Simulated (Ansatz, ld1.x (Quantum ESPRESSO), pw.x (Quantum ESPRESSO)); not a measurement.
# Hf: does the TM potential hold in the solid?

Hf, norm-conserving Troullier–Martins (Kleinman–Bylander form), made with ld1.x (Quantum ESPRESSO) 7.5 (PBE, scalar-relativistic). Core [Xe] 4f14, reference 5d2 6s2 6p0. Waves: 6s (bound): rc 3.10 bohr; 5d (bound): rc 2.20 bohr; 6p (bound, empty): rc 3.45 bohr. Local part: the p channel. Core correction: none.

Atomic tests: cutoffs needed: 21 Ry and 30 Ry (the cutoffs (Ry, on a coarse ladder) from which the occupation-weighted sum of valence levels, in a spherical-Bessel basis at the reference potential, stays within 10 and 1 mRy of its value at 400 Ry); ghost test: no extra level below or beside the all-electron valence levels (s, d, p, f tested) (spherical-Bessel basis up to 400 Ry, 20 bohr box); largest excitation error: +212 meV (all-electron minus pseudo) for 5d1 6s0 6p0, out of 7 test configurations.

Crystal test: bcc Hf in pw.x 7.5, no spin, 13³ k-points, Fermi–Dirac smearing 0.01 Ry, cutoffs 40/160 Ry. The reference is all-electron LAPW (Ansatz 0.2.0) with the same functional, mesh and smearing; V0 and B0 come from Birch–Murnaghan fits to the pressures at five volumes. Errors are pseudo minus all-electron; Δ is the rms difference of the E(V) curves that follow from these fits, minima aligned, over ±6 % about the mean V0. Mesh and smearing are coarse, so the numbers serve the comparison and aren't converged zero-temperature values; the lattice is a test structure that the element need not adopt.

| V (Å³/atom) | P all-electron (GPa) | P pseudo (GPa) |
| --- | --- | --- |
| 21.255 | 5.72 | 20.09 |
| 21.815 | 2.83 | 16.09 |
| 22.374 | 0.21 | 12.48 |
| 22.933 | -2.14 | 9.24 |
| 23.493 | -4.26 | 6.31 |

All-electron: a0 = 3.553 Å (V0 = 22.42 Å³/atom), B0 = 98.4 GPa.

Pseudopotential: mean pressure error (GPa): +12.37. The pressure does not cross zero within the volumes sampled, so no fit is given. The largest radius (3.45 bohr) exceeds half the bond length (2.90 bohr), so the spheres overlap, which is one possible source of error among others. This is a poor potential for the solid.

**Question.** At the middle volume, how do free energy and pressure move when the wave cutoff is lowered (ecutrho kept at four times it)?

**Answer.**

| cutoff (Ry) | shift of F (meV/atom) | shift of P (GPa) |
| --- | --- | --- |
| 18 | +513.4 | -11.53 |
| 24 | +53.2 | -2.20 |
| 32 | +0.9 | -0.08 |

The run at the middle volume (84 k-points, 6 iterations) took about 3.3 s on one core of a shared host (Neoverse-V2, 96 threads, 742 GiB, load 30).
